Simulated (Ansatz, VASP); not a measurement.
**Ti in VASP and in Ansatz**

The input INCAR:

```
  ALGO = Fast
  EDIFF = 1E-6
  ENCUT = 520
  GGA = PE
  ISIF = 2
  ISMEAR = 0
  LASPH = True
  LCHARG = True
  LELF = True
  LREAL = False
  LVHAR = True
  LWAVE = False
  NBANDS = 12
  NELM = 100
  PREC = Accurate
  SIGMA = 0.15
```

File KPOINTS:

```
k-points
0
Gamma
  20 20 20
```

Contents of POSCAR:

```
Ti
1.0
    0.0000000000      1.8991725709      2.2163343903
    1.8991725709      0.0000000000      2.2163343903
    1.8991725709      1.8991725709      0.0000000000
Ti
1
Direct
    0.0000000000      0.0000000000      0.0000000000
```

Input for Ansatz:

```yaml
crystal:
  lattice:
    - [0.0, 1.8991725709, 2.2163343903]
    - [1.8991725709, 0.0, 2.2163343903]
    - [1.8991725709, 1.8991725709, 0.0]
  atoms:
    - { symbol: Ti, position: [0.0, 0.0, 0.0] }
basis:
  ecutwfc: 520.0
kpoints:
  mp_grid: { grid: [20, 20, 20] }
hamiltonian:
  xc: pbe
  pseudopotentials: { kind: paw, azcp: { folder: soft_1 } }
scf:
  occupations: { method: gaussian, width: 0.15 }
output:
  forces: true
  stress: true
  eigenvalues: true
```

Alike in both runs: task single point; functional PBE; k mesh 20 × 20 × 20; occupations gaussian, width 0.15 eV; no spin polarisation.

|  | VASP | Ansatz |
| --- | --- | --- |
| version | VASP 6.6.1 | Ansatz 0.2.0 |
| potentials or method | VASP PAW PBE potentials, release 64 (Ti_sv) | scalar-relativistic, plane waves, PAW |
| plane-wave cutoff (eV) | 520 | 520 |
| valence electrons in the cell | 12 | 12 |

```csv
,VASP,Ansatz,Ansatz less VASP
gap on the k mesh at the Fermi level (eV),none,none,-
pressure (GPa),9.5,9.8,+0.34
largest component of the traceless stress (GPa),3.02,2.94,-0.078
```

A gap of «none» marks a metal or a gap that the smearing closes.
